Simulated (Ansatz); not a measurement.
YN: electron density at the nuclei under pressure

```yaml
crystal:
  lattice:
    - [0.00000, 2.43850, 2.43850]
    - [2.43850, 0.00000, 2.43850]
    - [2.43850, 2.43850, 0.00000]
  atoms:
    - { symbol: Y, position: [0.00000, 0.00000, 0.00000] }
    - { symbol: N, position: [0.50000, 0.50000, 0.50000] }
```

Atom numbers follow the list: Y1, N2.

The cell comes from COD entry 9008768, which wasn't checked; take it as a given geometry.

These are results of DFT, LDA, all-electron PAW with datasets made for the crystal, scalar-relativistic in Ansatz 0.2.0, not measurements.

The runs use a Γ-centred 11×11×11 k mesh, Fermi–Dirac smearing of 0.03 eV, cutoff 280 eV (chosen by the program for this cell), no spin polarisation.

The contact density is the mean electron density over the nuclear volume; its changes follow the s electrons' response to bonding and compression. Changes below are taken from the unscaled cell, where it is 441986 e/Å³ at Y1, 1392.21 e/Å³ at N2.

Volumes at which the program chose other datasets or cutoffs are left out.

| V/V(cell) | P (GPa) | Δρ(0) Y1 (e/Å³) | Δρ(0) N2 (e/Å³) |
| --- | --- | --- | --- |
| 0.9400 | 5.2 | ? | ? |
| 0.9800 | -2.6 | 0.20 | -0.03 |
| 1.0000 | -5.9 | 0.00 | 0.00 |
| 1.0100 | -7.5 | ? | 0.02 |

What belongs in the row "0.9400", column "Δρ(0) N2 (e/Å³)"?

-0.07.

Fill in "Δρ(0) Y1 (e/Å³)" for the row "0.9400".

0.63.

Give the missing entry: row "1.0100", column "Δρ(0) Y1 (e/Å³)".

-0.09.

The datasets are made afresh for each cell, so very small changes are uncertain.
